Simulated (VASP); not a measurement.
# Li (Im-3m) in VASP: notebook, part 2 of 2

VASP 6.6.1. The steps go on from the part before.

## 4. Single point, PBE

This run uses another cell than the first one, of 20.34 Å³/atom, 1.005 times its volume.

Input file INCAR:

```
SYSTEM = Li
ALGO = Normal
EDIFF = 1E-6
ENCUT = 520
GGA = PE
ISIF = 2
ISMEAR = 0
LASPH = .TRUE.
LCHARG = .FALSE.
LREAL = .FALSE.
LWAVE = .FALSE.
NBANDS = 8
NELM = 100
PREC = Accurate
SIGMA = 0.1
```

Input file KPOINTS:

```
k-points
0
G
  8 8 8
  0 0 0
```

Input file POSCAR:

```
Li
1.0
   -1.7196562300      1.7196562300      1.7196562300
    1.7196562300     -1.7196562300      1.7196562300
    1.7196562300      1.7196562300     -1.7196562300
Li
1
Direct
    0.0000000000      0.0000000000      0.0000000000
```

Potentials or basis: VASP PAW PBE potentials, release 64 (Li_sv).

Launch:

```sh
> cat potpaw_PBE.64/Li_sv/POTCAR > POTCAR
> mpirun -np 1 vasp_std > vasp.out
```

OUTCAR:

```text
SYSTEM = Li
   EDIFF = 1E-6
   ENCUT = 520
   GGA = PE
   ISIF = 2
   ISMEAR = 0
   LASPH = .TRUE.
   LREAL = .FALSE.
   NELM = 100
   PREC = Accurate

 ion  position               nearest neighbor table
   1  0.000  0.000  0.000-

  LATTYP: Found a body centered cubic cell.
 ALAT       =     3.4393124600

  Lattice vectors:

 A1 = (  -1.7196562300,   1.7196562300,   1.7196562300)
 A2 = (   1.7196562300,  -1.7196562300,   1.7196562300)
 A3 = (   1.7196562300,   1.7196562300,  -1.7196562300)

Analysis of symmetry for initial positions (statically):
=====================================================================
 Subroutine PRICEL returns:
 Original cell was already a primitive cell.

 Routine SETGRP: Setting up the symmetry group for a
 body centered cubic supercell.

 Subroutine GETGRP returns: Found 48 space group operations
 (whereof 48 operations were pure point group operations)
 out of a pool of 48 trial point group operations.

The static configuration has the point symmetry O_h .
[... 160 lines left out ...]

 E-fermi :   0.6574     XC(G=0):  -7.0354

 val. band max:        0.5861244023   @ k =   0.2500   0.2500   0.0000
 cond. band min:       0.7109961226   @ k =   0.3750   0.1250   0.0000
 fundamental gap:      0.1248717203
 Fermi energy:         0.6573519040

 k-point     1 :       0.0000    0.0000    0.0000
  band No.  band energies     occupation
      1     -45.9192      2.00000
      2      -2.9401      2.00000
      3      15.1839      0.00000
      4      15.1839      0.00000
      5      15.1839      0.00000
      6      19.9481      0.00000
      7      19.9482      0.00000
      8      19.9482      0.00000
[... 243 lines left out ...]
 k-point    24 :      -0.3750    0.3750    0.2500
  band No.  band energies     occupation
      1     -45.8958      2.00000
      2       0.9772      0.00001
      3       6.5027      0.00000
      4       8.0131      0.00000
      5      11.4248      0.00000
      6      13.4642      0.00000
      7      17.8446      0.00000
      8      20.9712      0.00000

 [... further k-points ...]

------------------------ aborting loop because EDIFF is reached ----------------------------------------

  FORCE on cell =-STRESS in cart. coord.  units (eV):
  Direction    XX          YY          ZZ          XY          YZ          ZX
  --------------------------------------------------------------------------------------
  -------------------------------------------------------------------------------------
  Total       -0.0093612     -0.0093612     -0.0093612      0.0000000      0.0000000     -0.0000000
  in kB       -0.7373218     -0.7373218     -0.7373218      0.0000000      0.0000000     -0.0000000
  external PRESSURE =      -0.7373218 kB  Pullay stress =       0.0000000 kB

 VOLUME and BASIS-vectors are now :
 -----------------------------------------------------------------------------
  energy-cutoff  :      520.00
  volume of cell :       20.34
      direct lattice vectors                 reciprocal lattice vectors
    -1.719656230  1.719656230  1.719656230     0.000000000  0.290755787  0.290755787
     1.719656230 -1.719656230  1.719656230     0.290755787  0.000000000  0.290755787
     1.719656230  1.719656230 -1.719656230     0.290755787  0.290755787  0.000000000

 POSITION                                       TOTAL-FORCE (eV/Angst)
 -----------------------------------------------------------------------------------
      0.00000      0.00000      0.00000         0.000000      0.000000     -0.000000
 -----------------------------------------------------------------------------------
    total drift:                               -0.000000      0.000000     -0.000000

  FREE ENERGIE OF THE ION-ELECTRON SYSTEM (eV)
  ---------------------------------------------------
  free  energy   TOTEN  =        -1.8949168572 eV

  energy  without entropy=       -1.8893474785  energy(sigma->0) =       -1.89213217
```

OSZICAR:

```text
N       E                     dE             d eps       ncg     rms          rms(c)
DAV:   1    -0.147877624132E+00   -0.14788E+00   -0.71432E+02   464   0.277E+02
DAV:   2    -0.186812440683E+01   -0.17202E+01   -0.16931E+01   672   0.342E+01
DAV:   3    -0.189631959022E+01   -0.28195E-01   -0.27933E-01   560   0.315E+00
DAV:   4    -0.189654529635E+01   -0.22571E-03   -0.22571E-03   688   0.268E-01
DAV:   5    -0.189654706362E+01   -0.17673E-05   -0.17672E-05   600   0.151E-02    0.217E-01
DAV:   6    -0.189542962704E+01    0.11174E-02   -0.29928E-04   752   0.658E-02    0.123E-01
DAV:   7    -0.189491710847E+01    0.51252E-03   -0.70510E-04   712   0.103E-01    0.281E-02
DAV:   8    -0.189491685721E+01    0.25126E-06   -0.69209E-06   536   0.190E-02
   1 F= -.18949169E+01 E0= -.18921322E+01  d E =-.556938E-02
```

stdout:

```text
POSCAR found type information on POSCAR Li
 POSCAR found :  1 types and       1 ions
 scaLAPACK will be used
 LDA part: xc-table for (Slater+PW92), standard interpolation
 POSCAR, INCAR and KPOINTS ok, starting setup
 FFT: planning ... GRIDC
 FFT: planning ... GRID_SOFT
 FFT: planning ... GRID
 WAVECAR not read
 entering main loop
```

It took 1.8 s on 1 thread of Intel Xeon 6975P-C (Granite Rapids), shared host; peak memory 0.12 GiB.

Results:

| Item | Value |
| --- | --- |
| Free energy | -1.8949 eV |
| Band gap on the k mesh | none (metal or under the smearing width) |

Caveat: the cutoff is under 1.25 times the usual one of these potentials, so pressure, stress and relaxed cells hold a basis-set (Pulay) error.

## 5. Overview

| task | cell | k mesh | cutoff (eV) | gap on the mesh (eV) |
| --- | --- | --- | --- | --- |
| single point | Im-3m, 20.25 Å³/atom | 18 × 18 × 18 | 520 | none |
| relaxation of cell and atoms | relaxed | 18 × 18 × 18 | 600 | none |
| single point | Im-3m, 20.34 Å³/atom | 8 × 8 × 8 | 520 | none |

Alike in all rows: level PBE; potentials or basis VASP PAW PBE potentials, release 64 (Li_sv); no spin polarisation; smearing gaussian 0.1 eV.

Caveats: the cutoff is under 1.25 times the usual one of these potentials, so pressure, stress and relaxed cells hold a basis-set (Pulay) error.

Absolute energies hang on the potentials; compare differences alone.
